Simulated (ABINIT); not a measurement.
Write the native input for ABINIT 10.8.3 (patched build) that does the following.

| Property | Result |
| --- | --- |
| Task | equation of state |
| Functional | PW91 |
| Potentials or basis | JTH PAW PBE v2.0 |
| Cutoff | 626 eV |
| k mesh | 12 × 12 × 12 |
| Occupations | fermi-dirac, width 0.05 eV |
| Spin | no spin polarisation |
| Fine-grid cutoff | 1224.51 eV |
| Exchange and correlation inside the PAW spheres | full angular mesh (pawxcdev 0, this build's default; the released program takes 1) |

Pd:

```
Pd
1.0
     0.00000    1.94650    1.94650
     1.94650    0.00000    1.94650
     1.94650    1.94650    0.00000
Pd
1
Direct
  0.00000 0.00000 0.00000
```

These files were run (other wordings do the same):

run.abi

```
# Datasets: one volume each
ndtset 7
getwfk -1
scalecart1 3*0.9795861087
scalecart2 3*0.9864848297
scalecart3 3*0.9932883884
scalecart4 3*1.0000000000
scalecart5 3*1.0066227096
scalecart6 3*1.0131594038
scalecart7 3*1.0196128224

# Pseudopotentials
pp_dirpath "./"
pseudos "Pd.GGA_PBE-JTH.xml"

# Structure
acell 5.2019751464 5.2019751464 5.2019751464
rprim
     0.0000000000     0.7071067812     0.7071067812
     0.7071067812     0.0000000000     0.7071067812
     0.7071067812     0.7071067812     0.0000000000
ntypat 1
znucl 46
natom 1
typat 1
xred
     0.0000000000     0.0000000000     0.0000000000

# Plane-wave basis
ecut 23.0
pawecutdg 45.0

# k points
kptopt 1
ngkpt 12 12 12
nshiftk 1
shiftk 0.0 0.0 0.0

# Exchange and correlation
ixc -109134

# Bands and occupations
nband 13
occopt 3
tsmear 0.00183747

# SCF cycle
nstep 100
tolvrs 1.0e-9

# Output
iomode 3
prtwf 1
prtden 0
prteig 0
prtebands 0
enunit 1
```

Potentials or basis: JTH PAW PBE v2.0.

Run with:

```sh
$ abinit run.abi > log 2>&1
```

Results of the run:

```json
{
  "Equilibrium volume": "15.30 Å³/atom",
  "Bulk modulus": "174 GPa",
  "Pressure derivative of the bulk modulus": "4.4 (rough: it moves with the points fitted)"
}
```

Caveat: pressures at fixed basis lie under the slope of the energies; the PAW data sets were made with another functional, which shifts forces and pressure a little.

It took 2.7 min on 1 thread of Intel(R) Xeon(R) 6975P-C (Granite Rapids), on a shared host, peak memory 0.15 GiB.
